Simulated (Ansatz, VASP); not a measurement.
## One calculation of BN, 3 ways

The starting cell:

```
N B
1.0
     0.00000    1.81300    1.81300
     1.81300    0.00000    1.81300
     1.81300    1.81300    0.00000
N B
1 1
Direct
  0.25000 0.25000 0.25000
  0.00000 0.00000 0.00000
```

The cell is a database's computed one, not the measured one.

Alike in all runs: task relaxation of cell and atoms; functional RPBE; dispersion D3(BJ); k mesh 13 × 13 × 13; occupations fermi-dirac, width 0.05 eV; no spin polarisation; no spin-orbit coupling.

| program and potentials | plane-wave cutoff (eV) | notes | equilibrium volume (Å³/atom) |
| --- | --- | --- | --- |
| Ansatz, Ansatz PAW | 420 | potentials made for PBE, which Ansatz adapts in part | 5.73 |
| Ansatz, all-electron LAPW, scalar-relativistic | - | - | 5.73 |
| VASP, PBE PAW files B, N, 600 eV | 600 | potentials made for PBE | 5.73 |

All agree on the equilibrium volume. Some sets were made for another functional than the one run, which can shift their rows. Relaxations stop with a little pressure left, so the last digit of a volume isn't settled.

The functional is the same throughout but for its coding, so the spread measures potentials, basis and numerics; runs on potential files found faulty are left out.

All three calculations give zincblende BN the same equilibrium volume, 5.73 Å³/atom, with the all-electron result matching both PAW ones. This suggests that treatment of the core has little influence here, as expected for two light elements whose compact 1s shells take almost no part in bonding. The small volume reflects short, strong, partly ionic sp³ bonds: neither atom has p electrons in its core, so the 2p orbitals stay compact and overlap well.

The volume is nevertheless somewhat below the measured one for cubic BN, whereas RPBE alone usually makes covalent solids too large. The shared error therefore points to the physical model rather than the potentials. The probable cause is the dispersion term, whose attraction between close neighbours in a dense network can more than offset the weak binding of RPBE. Agreement between the programs thus supports the numerical reliability of the volume, not its accuracy against experiment, and it leaves open whether the cubic or the layered hexagonal form is lower in energy.
